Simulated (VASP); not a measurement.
Set up this calculation in VASP 6.6.1, as the native input.

* Task: single point
* Functional: PBE
* Potentials or basis: VASP PAW PBE potentials, release 64 (Be)
* Cutoff: 520 eV
* k mesh: 24 × 24 × 24
* Occupations: gaussian, width 0.1 eV
* Spin: no spin polarisation
* Dipole correction: no
* Further INCAR settings: ALGO = Normal; EDIFF = 1e-07; NBANDS = 7

The structure of Be lies in POSCAR:

```
Be
1.0
   -1.2267051616      1.2267051616      1.2267051616
    1.2267051616     -1.2267051616      1.2267051616
    1.2267051616      1.2267051616     -1.2267051616
Be
1
Direct
    0.0000000000      0.0000000000      0.0000000000
```

This isn't the form of Be at room conditions, which is hcp.

The cell isn't the ideal one: functional PBE, strained and moved within the space group.

One way to write it, as run:

INCAR

```
SYSTEM = Be
  PREC = Accurate
  ENCUT = 520
  EDIFF = 1E-7
  ISMEAR = 0
  SIGMA = 0.1
  LREAL = .False.
  LASPH = .True.
  NELM = 60
  ALGO = Normal
  ISIF = 2
  LWAVE = .False.
  LCHARG = .True.
  GGA = PE
  LELF = .True.
  LVHAR = .True.
  NBANDS = 7
```

KPOINTS

```
regular mesh
0
Gamma
  24 24 24
  0 0 0
```

Potentials or basis: VASP PAW PBE potentials, release 64 (Be).

The run is started by

```bash
$ cat potpaw_PBE.64/Be/POTCAR > POTCAR
$ mpirun -np 1 vasp_std > vasp.out
```

It gave:

```json
{
 "Pressure": "8.0 GPa",
 "Band gap on the k mesh": "none (metal or under the smearing width)"
}
```

It took 7.1 s on 1 thread of AMD EPYC 9R45 96-Core Processor (Zen 5), on a shared host, peak memory 0.09 GiB.
